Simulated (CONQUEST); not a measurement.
**MgB2 under changes of volume**

One of the cells (9.679 Å³/atom); the others are scaled copies at fixed shape and fractional positions:

```
Mg B
1.0
     3.08500    0.00000    0.00000
     0.00000    3.52300    0.00000
     0.00000    0.00000    5.34338
Mg B
2 4
Direct
  0.00000 0.00000 0.00000
  0.50000 0.00000 0.50000
  0.00000 0.50000 0.33333
  0.50000 0.50000 0.83333
  0.00000 0.50000 0.66667
  0.50000 0.50000 0.16667
```

```yaml
Program: CONQUEST 1.3
Functional: PBE
Potentials_or_basis: PseudoDojo NC PBE, DZP, grid of 32 × 36 × 60 points
k_mesh: 9 × 8 × 5
Occupations: fermi-dirac, width 0.05 eV
Spin: no spin polarisation
```

| volume (Å³/atom) | energy over the lowest point (meV/atom) | pressure (GPa) | largest force (eV/Å) |
| --- | --- | --- | --- |
| 9.098 | ? | ? | ? |
| 9.292 | 13.05 | 9.0 | 0.019 |
| 9.485 | 4.56 | 5.1 | 0.018 |
| 9.679 | 0.46 | 1.8 | 0.013 |
| 9.873 | 0.00 | -1.0 | 0.006 |
| 10.066 | 2.91 | -3.8 | 0.005 |
| 10.260 | 9.02 | -6.3 | 0.005 |

Question: What does the run at 9.098 Å³/atom give?

Answer: Energy over the lowest point 26.25 meV/atom; pressure 12.9 GPa; largest force 0.020 eV/Å.

Worked out: A Birch-Murnaghan fit of order 3 (a polynomial in V^(-2/3)) to the other rows has its minimum at 9.80 Å³/atom with B0 = V·E''(V) = 148 GPa and B' = 4.5 at fixed shape and positions, which overstates the stiffness. It gives 26.21 meV/atom at 9.098 Å³/atom, against the run's 26.25, and -dE/dV = 13.0 GPa, against 12.9.

Energies are extrapolated to zero smearing.

Caveats: the basis of atomic orbitals isn't converged, which shifts pressures, moduli and gaps.
